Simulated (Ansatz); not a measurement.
# Si (I4/mmm) in Ansatz: notebook

One crystal, Si, is run at these levels: PBE, LDA, PBEsol; tasks: single point, relaxation of cell and atoms.

Everything below comes from runs of Ansatz 0.2.0. Logs are shortened: lines on timing, memory, paths and dates and some standing lists are left out, and cuts for length are marked.

### 1 Starting point

It takes space group I4/mmm (No. 139, tetragonal). Conventional cell: a = 3.254 Å, b = 3.254 Å, c = 2.641 Å, α = 90.00°, β = 90.00°, γ = 90.00°. Si (site symmetry 4/mmm) has 10 Si at 2.64 to 2.65 Å as nearest neighbours.

This isn't the form of Si at room conditions, which is diamond.

### 2 Single point, PBE

input.yaml reads:

```yaml
crystal:
  lattice:
    - [-1.62691493, 1.62691493, 1.32032985]
    - [1.62691493, -1.62691493, 1.32032985]
    - [1.62691493, 1.62691493, -1.32032985]
  atoms:
    - { symbol: Si, position: [0.0, 0.0, 0.0] }
hamiltonian:
  xc: pbe
  pseudopotentials: { kind: paw }
kpoints:
  mp_grid: { grid: [13, 13, 13] }
scf:
  occupations: { method: gaussian, width: 0.011 }
output:
  forces: true
  stress: true
  eigenvalues: true
```

Potentials or basis: Ansatz PAW.

Started as:

```bash
$ ansatz run input.yaml --threads 2 --pin off --max-ram 5632MiB --backend cpu --events-out ev --progress --plain --runs-dir out
```

The program printed:

```text
Warning: RAYON_NUM_THREADS=2 ignored (pool sized by the plan → 2); use --threads N
Engine: ansatz 0.2.0, aarch64-unknown-linux-gnu
Pseudopotentials: kind: paw
Pseudopotential: Si, paw, valence charge 4, recommended cutoff 420 eV (normal), Si.paw.azcp
Functional definition: PBE
  parameter kappa = 0.804
  parameter beta = 0.06672455060314922
  exchange = pbe_x(kappa = kappa, mu = beta*pi^2/3)
  correlation = pbe_c(beta = beta)
Crystal: 1 atoms, lattice volume = 13.979 Å³
Basis set: ecut = 420 eV, 273 PW (Γ), exchange–correlation on 36×36×36 points (8 copies of the dense FFT grid, shifted against one another)
Bands: 6, of which v1, the nominal top of the filled ones, is band 2 counted from 1 (1 counted from 0)
Symmetry: 16 space group operations
Space group: I4/mmm (ITA 139), of the structure as read, at distance tolerance 2.4e-5 Å
k-points: 196 of 2197
Non-local potential: Si, projectors of the file, l = 0: 2, l = 1: 2, l = 2: 2
PAW form: soft (Blöchl's): semilocal exchange-correlation on the pseudo side does not see the compensation charge
PAW one-centre angular grid: Si, 110 points (default); XC on 64 Gauss nodes
Initial density: superposition of atomic densities (neutral atoms: chi_scale 0, normalization atom), corrected by the library's trained network
Initial wavefunctions: pseudopotential atomic-orbital guess
Functional: x = pbe(κ = 0.804, μ = 0.2195149727645171), c = pbe(β = 0.06672455060314922)
SCF iter   1: F=—  HF=-635.311460 eV  |F-HF|=—  |Δ(HF+E_count)|=         —  Δρ=1.71e-3  dr2=2.09e-4  ethr=1.77e-3  ⟨swp⟩=5.9  Hψ=11425  notcnv=0
preconditioner: auto → none  [metal: Δε(μ)=0.005 eV  Ē_g=14.067 eV  σ=0.011 eV  W_gap=0.24  n_scr=0 (ndim 8)  ℏωp=19.9 eV  f_vac=0.000  D(μ)=1.67/eV (n_scr^D=16)]
SCF iter   2: F=—  HF=-635.311547 eV  |F-HF|=—  |Δ(HF+E_count)|=   8.64e-5  Δρ=8.61e-4  dr2=5.16e-5  ethr=5.22e-6  ⟨swp⟩=2.5  Hψ=3545  notcnv=0  defer=6
SCF iter   3: F=—  HF=-635.311583 eV  |F-HF|=—  |Δ(HF+E_count)|=   3.68e-5  Δρ=6.68e-5  dr2=5.54e-7  ethr=1.29e-6  ⟨swp⟩=2.0  Hψ=1498  notcnv=0  defer=6
iter 4 did not close the SCF: its close was put off for the readings that it lacked (scf_convergence_deferred on its scf_iter line)
SCF iter   4: F=-635.311583 eV  HF=-635.311583 eV  |F-HF|=6.01e-9  |Δ(HF+E_count)|=   2.02e-7  Δρ=2.51e-5  dr2=5.90e-8  ethr=1.39e-8  ⟨swp⟩=1.0  Hψ=1126  notcnv=0  defer=6
iter 5 did not close the SCF: its close was put off for the readings that it lacked (scf_convergence_deferred on its scf_iter line)
SCF iter   5: F=-635.311583 eV  HF=-635.311583 eV  |F-HF|=2.08e-10  |Δ(HF+E_count)|=   1.37e-9  Δρ=1.94e-6  dr2=4.59e-10  ethr=1.47e-9  ⟨swp⟩=2.0  Hψ=1505  notcnv=0  defer=6
SCF iter   6: F=-635.311583 eV  HF=-635.311583 eV  |F-HF|=5.68e-12  |Δ(HF+E_count)|=  3.91e-10  Δρ=3.36e-7  dr2=1.30e-11  ethr=1.15e-11  ⟨swp⟩=1.6  Hψ=3558  notcnv=0
SCF 1 converged in 6 iterations: F = -635.311583 eV  dr2 = 1.30e-11
SCF converged after 6 iterations
Free energy (F): -635.311583 eV
Harris-Foulkes:  -635.311583 eV  (|F-HF|=5.68e-12)
Internal energy: -635.311481 eV  (E = F + TS)
E sigma→0 (E₀):  -635.311532 eV
Entropy (-TS):   -0.000102 eV (-0.102 meV/atom)
Fermi energy:    11.139963 eV
--- Per-component energies (eV) ---
  E_band       = 21.351747
  E_kinetic    = 41.900458
  E_local      = 3.417534  (includes V_loc(G=0)·N_el)
  E_nonlocal   = 25.348858
  E_hartree    = 0.472266
  E_xc         = -56.340634
  E_vxc        = -48.275447  (∫ρ·V_xc dr)
  E_paw        = -512.239036  (= ΣΔE_a)
  E_vpaw       = -1.984197  (= ΣTr[D̂ρ^β])
  E_aug_tail   = 0.000007  (compensation charges beyond the density's cutoff)
  E_ewald      = -137.870934
  E_smearing   = -0.000102  (= −TS)
  E_closure    = -0.000000  (closes the sum)
  Σ components = -635.311583   (vs F -635.311583, Δ=0.00e0)
--- Forces (eV/Å), atoms counted from 1 ---
  atom   1  Si     0.00000000    -0.00000000    -0.00000000
  max |Σ_I F_I| component: 1.97e-31 eV/Å
--- Stress (GPa, compression-positive) ---
        4.904137      -0.000000      -0.000000
       -0.000000       4.904137       0.000000
       -0.000000       0.000000       0.324828
  P = ⅓ Tr σ = 3.3777 GPa (33.777 kbar)
--- Band table (eV; the first three rows and the last of 196) ---
  k-point 0: bands = ["-3.5880", "20.7200", "21.3296", "21.3296", "24.1400", "25.1059"]
  k-point 1: bands = ["-3.4261", "18.1553", "21.4280", "22.6514", "24.0625", "24.8485"]
  k-point 2: bands = ["-2.9417", "15.0457", "21.7077", "22.8188", "23.1471", "25.1599"]
  k-point 195: bands = ["7.5248", "8.8265", "10.4773", "12.9786", "15.4155", "17.8139"]
```

It took 0.61 s on 2 threads of Arm Neoverse V2, shared host; peak memory 0.26 GiB.

Results:

```yaml
Free_energy: -635.3116 eV
Pressure: 3.4 GPa
Band_gap_on_the_k_mesh: none (metal or under the smearing width)
```

Levels at points of the mesh, in eV from the Fermi level:
```
           k point  band 1  band 2  band 3  band 4  band 5
(0.00, 0.00, 0.00)  -14.73    9.58   10.19   10.19   13.00
```

### 3 Relaxation of cell and atoms, PBE

input.yaml: that of step 2 with these lines changed.

```diff
@@ -13,3 +13,3 @@
 scf:
-  occupations: { method: gaussian, width: 0.011 }
+  occupations: { method: fermi_dirac, width: 0.05 }
 output:
@@ -18 +18,5 @@
   eigenvalues: true
+relax:
+  f_tol: 0.01
+  max_steps: 40
+  cell: { stress_tol: 0.05 }
```

Potentials or basis: Ansatz PAW.

Started as:

```bash
$ ansatz run input.yaml --threads 2 --pin off --max-ram 5632MiB --backend cpu --events-out ev --progress --plain --runs-dir out
```

Run time: 5.1 s. Hardware: 2 threads of Arm Neoverse V2, shared host; peak memory 0.28 GiB.

It converged, with:

```
Free energy                            : -635.3277 eV
Relaxed volume                         : 14.51 Å³/atom
Relaxed cell                           : a = 2.696 Å, b = 2.696 Å, c = 2.696 Å, α = 103.44°, β = 103.44°, γ = 122.35°
Space group after relaxing (to 0.05 Å) : I4/mmm (No. 139)
Energy gained by relaxing              : 13.3 meV/atom
Ionic steps                            : 7
Pressure after relaxing                : 0.0 GPa
Band gap on the k mesh                 : none (metal or under the smearing width)
```

Step by step:
| step | energy change (eV) | largest force (eV/Å) | volume (Å³) |
| --- | --- | --- | --- |
| 1 | 0.0000 | 0.0000 | 13.98 |
| 2 | -0.0082 | 0.0000 | 14.34 |
| 3 | -0.0128 | 0.0000 | 14.56 |
| 4 | -0.0130 | 0.0000 | 14.56 |
| 5 | -0.0131 | 0.0000 | 14.52 |
| 6 | -0.0131 | 0.0000 | 14.51 |
| 7 | -0.0133 | 0.0000 | 14.51 |

Final structure:
```
Si
1.0
    -1.67034    1.67034    1.29993
     1.67034   -1.67034    1.29993
     1.67034    1.67034   -1.29993
Si
1
Direct
  0.00000 0.00000 0.00000
```

Levels at points of the mesh, in eV from the Fermi level:
```tsv
k point	band 1	band 2	band 3	band 4	band 5
(0.00, 0.00, 0.00)	-14.41	8.96	9.26	9.26	12.15
```

Caveat: the plane-wave basis is chosen anew once the cell has moved, so the energies of steps on either side of that aren't comparable.

### 4 Relaxation of cell and atoms, LDA

input.yaml: that of step 3 with these lines changed.

```diff
@@ -8,3 +8,3 @@
 hamiltonian:
-  xc: pbe
+  xc: lda
   pseudopotentials: { kind: paw }
```

Potentials or basis: Ansatz PAW.

Started as:

```bash
$ ansatz run input.yaml --threads 2 --pin off --max-ram 5632MiB --backend cpu --events-out ev --progress --plain --runs-dir out
```

The program printed:

```text
Warning: RAYON_NUM_THREADS=2 ignored (pool sized by the plan → 2); use --threads N
Engine: ansatz 0.2.0, aarch64-unknown-linux-gnu
Pseudopotentials: kind: paw
Pseudopotential: Si, paw, valence charge 4, recommended cutoff 420 eV (normal), Si.paw.azcp
Functional definition: SPW92
  exchange = slater_x
  correlation = pw_c
Crystal: 1 atoms, lattice volume = 13.979 Å³
Basis set: ecut = 420 eV, 273 PW (Γ)
Bands: 6, of which v1, the nominal top of the filled ones, is band 2 counted from 1 (1 counted from 0)
Symmetry: 16 space group operations
Space group: I4/mmm (ITA 139), of the structure as read, at distance tolerance 2.4e-5 Å
k-points: 196 of 2197
Non-local potential: Si, projectors of the file, l = 0: 2, l = 1: 2, l = 2: 2
PAW form: soft (Blöchl's): semilocal exchange-correlation on the pseudo side does not see the compensation charge
PAW frozen core: Si, regenerated for the run's functional, and the local potential with it (the file was generated under x = pbe(κ = 0.804, μ = 0.2195149727645171), c = pbe(β = 0.06672455060314922))
PAW one-centre angular grid: Si, 110 points (default); XC on 64 Gauss nodes
Initial density: superposition of atomic densities (neutral atoms: chi_scale 0, normalization atom), corrected by the library's trained network
Initial wavefunctions: pseudopotential atomic-orbital guess
Functional: x = slater, c = lda
SCF iter   1: F=—  HF=-608.245400 eV  |F-HF|=—  |Δ(HF+E_count)|=         —  Δρ=4.07e-3  dr2=1.80e-3  ethr=1.77e-3  ⟨swp⟩=5.7  Hψ=11345  notcnv=0
preconditioner: auto → none  [metal: Δε(μ)=0.003 eV  Ē_g=13.989 eV  σ=0.050 eV  W_gap=0.02  n_scr=0 (ndim 8)  ℏωp=19.9 eV  f_vac=0.000  D(μ)=0.62/eV (n_scr^D=4)]
SCF iter   2: F=—  HF=-608.244714 eV  |F-HF|=—  |Δ(HF+E_count)|=   6.85e-4  Δρ=1.65e-3  dr2=2.61e-4  ethr=4.51e-5  ⟨swp⟩=1.1  Hψ=2776  notcnv=0
SCF iter   3: F=—  HF=-608.244607 eV  |F-HF|=—  |Δ(HF+E_count)|=   1.07e-4  Δρ=1.45e-4  dr2=9.43e-7  ethr=6.52e-6  ⟨swp⟩=2.0  Hψ=1523  notcnv=0
SCF iter   4: F=—  HF=-608.244609 eV  |F-HF|=—  |Δ(HF+E_count)|=   1.80e-6  Δρ=1.89e-5  dr2=4.62e-8  ethr=2.36e-8  ⟨swp⟩=2.0  Hψ=1531  notcnv=0
iter 5 did not close the SCF: its close was put off for the readings that it lacked (scf_convergence_deferred on its scf_iter line)
[... 44 lines left out ...]
Initial wavefunctions: pseudopotential atomic-orbital guess (no wavefunctions were taken with the density)
iter 1 solved again at ethr=5.71e-8 eV; its pass at ethr=3.10e-3 eV (dr2=2.29e-6 eV) is discarded
SCF iter   1: F=—  HF=-608.252893 eV  |F-HF|=—  |Δ(HF+E_count)|=         —  Δρ=2.71e-5  dr2=7.75e-9  ethr=5.71e-8  ⟨swp⟩=3.0  Hψ=14917  notcnv=0
preconditioner: auto → none  [metal: Δε(μ)=0.084 eV  Ē_g=14.016 eV  σ=0.050 eV  W_gap=0.37  n_scr=0 (ndim 8)  ℏωp=19.9 eV  f_vac=0.000  D(μ)=0.32/eV (n_scr^D=0)]
SCF iter   2: F=—  HF=-608.252894 eV  |F-HF|=—  |Δ(HF+E_count)|=   4.48e-7  Δρ=1.36e-5  dr2=1.94e-9  ethr=1.94e-10  ⟨swp⟩=1.4  Hψ=1290  notcnv=0
SCF iter   3: F=-608.252894 eV  HF=-608.252894 eV  |F-HF|=1.14e-13  |Δ(HF+E_count)|=   1.09e-8  Δρ=8.44e-8  dr2=5.09e-13  ethr=1.00e-12  ⟨swp⟩=4.1  Hψ=4194  notcnv=0
SCF 6 converged in 3 iterations: F = -608.252894 eV  dr2 = 5.09e-13
relax step   6: F+E_penalty+E_count = -608.25289364 eV  Δ(F+E_penalty+E_count) = -4.531e-5 eV  max|allowed force component| = 0.000e0 eV/Å  Δτ_max = 0.0000 Å  P = -0.009 GPa  Ω = 13.968 Å³  stress off target by 1.95e-2 GPa  SCF on the basis re-selected at this cell (its energy is not comparable with the rows above)  (3 SCF iters)
basis re-selected at this cell: Δ(F+E_penalty+E_count) = -4.531e-5 eV, ΔP = +0.007 GPa vs the last step (what re-selecting the basis moved, of the pressure what is left beyond the Pulay correction that the steps carried, after the strain that the cell walked since its last selection, with what the two solves' SCF thresholds leave and, on support functions, any second-order correction that the steps lacked; it is no measure of the basis error at this ecutwfc). This SCF's stress stands 1.95e-2 GPa from its target on what of the cell is left free (relax.cell.stress_tol is 5.00e-2 GPa) and its largest allowed force component is 0.00e0 eV/Å (relax.f_tol is 1.00e-2 eV/Å): within both
SCF converged after 3 iterations
Free energy (F): -608.252894 eV
Harris-Foulkes:  -608.252894 eV  (|F-HF|=1.14e-13)
Internal energy: -608.250179 eV  (E = F + TS)
E sigma→0 (E₀):  -608.251536 eV
Entropy (-TS):   -0.002715 eV (-2.715 meV/atom)
Fermi energy:    10.948839 eV
--- Per-component energies (eV) ---
  E_band       = 20.519923
  E_kinetic    = 42.232573
  E_local      = 1.828573  (includes V_loc(G=0)·N_el)
  E_nonlocal   = 26.477384
  E_hartree    = 0.595426
  E_xc         = -56.134891
  E_vxc        = -48.825477  (∫ρ·V_xc dr)
  E_paw        = -485.600404  (= ΣΔE_a)
  E_vpaw       = -2.383989  (= ΣTr[D̂ρ^β])
  E_aug_tail   = 0.000007  (compensation charges beyond the density's cutoff)
  E_ewald      = -137.733178
  E_core_change = 0.084331  (= ΣΔE_core)
  E_smearing   = -0.002715  (= −TS)
  E_closure    = 0.000000  (closes the sum)
  Σ components = -608.252894   (vs F -608.252894, Δ=0.00e0)
--- Forces (eV/Å), atoms counted from 1 ---
  atom   1  Si     0.00000000     0.00000000    -0.00000000
  max |Σ_I F_I| component: 3.94e-31 eV/Å
--- Stress (GPa, compression-positive) ---
       -0.003830      -0.000000       0.000000
       -0.000000      -0.003830       0.000000
        0.000000      -0.000000      -0.019534
  P = ⅓ Tr σ = -0.0091 GPa (-0.091 kbar)
--- Band table (eV; the first three rows and the last of 196) ---
  k-point 0: bands = ["-3.7643", "19.9657", "20.4062", "20.4062", "23.2050", "25.3144"]
  k-point 1: bands = ["-3.6079", "17.3568", "20.5133", "21.7581", "24.1544", "24.4281"]
  k-point 2: bands = ["-3.1396", "14.3190", "20.8271", "22.2724", "23.2758", "25.5031"]
  k-point 195: bands = ["6.9463", "8.3025", "9.6657", "12.5899", "16.3610", "18.6503"]
--- Relaxed structure (5 steps of the walk, 5 accepted, 1 SCFs on fresh bases) ---
  F+E_penalty+E_count = -608.25289364 eV   max|allowed force component| = 0.000e0 eV/Å   (the final SCF, on the basis selected at the relaxed cell)
  cell:  # Å, volume = 13.9680 Å³
    - [-1.6504307409052066, 1.6504307409052066, 1.281971071996619]
    - [1.6504307409052066, -1.6504307409052066, 1.281971071996619]
    - [1.6504307409052066, 1.6504307409052066, -1.281971071996619]
  atoms:
    - { symbol: Si, position: [0.0, 0.0, 0.0] }
```

Run time: 3.8 s. Hardware: 2 threads of Arm Neoverse V2, shared host; peak memory 0.28 GiB.

What came out:

```
Free energy                            : -608.2529 eV
Relaxed volume                         : 13.97 Å³/atom
Relaxed cell                           : a = 2.663 Å, b = 2.663 Å, c = 2.663 Å, α = 103.40°, β = 103.40°, γ = 122.44°
Space group after relaxing (to 0.05 Å) : I4/mmm (No. 139)
Energy gained by relaxing              : 8.3 meV/atom
Ionic steps                            : 6
Pressure after relaxing                : 0.0 GPa
Band gap on the k mesh                 : none (metal or under the smearing width)
```

The path:
```tsv
step	energy change (eV)	largest force (eV/Å)	volume (Å³)
1	0.0000	0.0000	13.98
2	-0.0028	0.0000	13.98
3	-0.0081	0.0000	13.95
4	-0.0082	0.0000	13.97
5	-0.0082	0.0000	13.97
6	-0.0083	0.0000	13.97
```

Final structure:
```
Si
1.0
    -1.65043    1.65043    1.28197
     1.65043   -1.65043    1.28197
     1.65043    1.65043   -1.28197
Si
1
Direct
  0.00000 0.00000 0.00000
```

Levels at points of the mesh, in eV from the Fermi level:
| k point | band 1 | band 2 | band 3 | band 4 | band 5 |
| --- | --- | --- | --- | --- | --- |
| (0.00, 0.00, 0.00) | -14.71 | 9.02 | 9.46 | 9.46 | 12.26 |

Caveat: the plane-wave basis is chosen anew once the cell has moved, so the energies of steps on either side of that aren't comparable; the PAW data sets come from PBE, with cores solved anew for the run's functional, which leaves a small shift of forces and pressure.

(Continued in part 2 of 2.)
